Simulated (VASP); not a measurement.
Write the native input for VASP 6.6.1 that does the following.

| Property | Result |
| --- | --- |
| Task | work function |
| Functional | PBE |
| Potentials or basis | VASP PAW PBE potentials, release 64 (Te, Ba_sv) |
| Cutoff | 520 eV |
| k mesh | 7 × 7 × 1 |
| Occupations | gaussian, width 0.05 eV |
| Spin | no spin polarisation |
| Dipole correction | yes |
| Further INCAR settings | ALGO = Fast; EDIFF = 1e-06 |

The structure of BaTe lies in POSCAR:

```
BaTe
1.0
    4.8224682477      0.0000000000      0.0000000000
   -2.4112341238      4.1763800114      0.0000000000
    0.0000000000      0.0000000000     24.8438220897
Te Ba
3 3
Direct
    0.3333333333      0.6666666667      0.3018859165
    0.0000000000      0.0000000000      0.4603771833
    0.6666666667      0.3333333333      0.6188684501
    0.6666666667      0.3333333333      0.3811315499
    0.3333333333      0.6666666667      0.5396228167
    0.0000000000      0.0000000000      0.6981140835
```

The cell isn't the ideal one: the (1 1 1) slab of BaTe, cut from the database cell, not relaxed.

The input as run:

INCAR

```
SYSTEM = BaTe
PREC = Accurate
ENCUT = 520
EDIFF = 1E-6
ISMEAR = 0
SIGMA = 0.05
LREAL = .FALSE.
LASPH = .TRUE.
NELM = 80
ALGO = Fast
ISIF = 2
LWAVE = .FALSE.
LCHARG = .TRUE.
LDIPOL = .TRUE.
IDIPOL = 3
DIPOL = 0.5 0.5 0.500
GGA = PE
LELF = .TRUE.
LVHAR = .TRUE.
LVACPOTAV = .TRUE.
```

KPOINTS

```
regular mesh
0
G
  7 7 1
  0 0 0
```

Potentials or basis: VASP PAW PBE potentials, release 64 (Te, Ba_sv).

The run is started by

```sh
$ cat potpaw_PBE.64/Te/POTCAR potpaw_PBE.64/Ba_sv/POTCAR > POTCAR
$ mpirun -np 1 vasp_std > vasp.out
```

Results of the run:

```json
{"Largest force": "0.693 eV/Å", "Band gap on the k mesh": "none (metal or under the smearing width)", "Work function of the upper face": "3.04 eV", "Work function of the lower face": "6.39 eV"}
```

It took 4.9 min on 1 thread of Intel(R) Xeon(R) Platinum 8488C (Sapphire Rapids), with other jobs on the host, peak memory 0.58 GiB.
